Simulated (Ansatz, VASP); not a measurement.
## Na: VASP beside Ansatz

```
CELL_PARAMETERS angstrom
0.00000 3.73400 3.73400
3.73400 0.00000 3.73400
3.73400 3.73400 0.00000
ATOMIC_POSITIONS crystal
Na 0.12500 0.12500 0.12500
Na 0.87500 0.87500 0.87500
```

Alike in both runs: task single point; functional PBE; k mesh 8 × 8 × 8; occupations fermi-dirac, width 0.1 eV; no spin polarisation.

```csv
,VASP,Ansatz
version,VASP 6.6.1,Ansatz 0.2.0
potentials or method,"VASP PAW PBE potentials, release 64 (Na_pv)","plane waves (420 eV) with PAW, scalar-relativistic"
plane-wave cutoff (eV),520,420
valence electrons in the cell,14,18
```

|  | VASP | Ansatz | Ansatz less VASP |
| --- | --- | --- | --- |
| pressure (GPa) | 0.1 | 0.1 | 0.00 |

With one functional, cell and mesh, what is left measures potentials, basis and numerics. The two sets of potentials don't hold the same shells in valence.
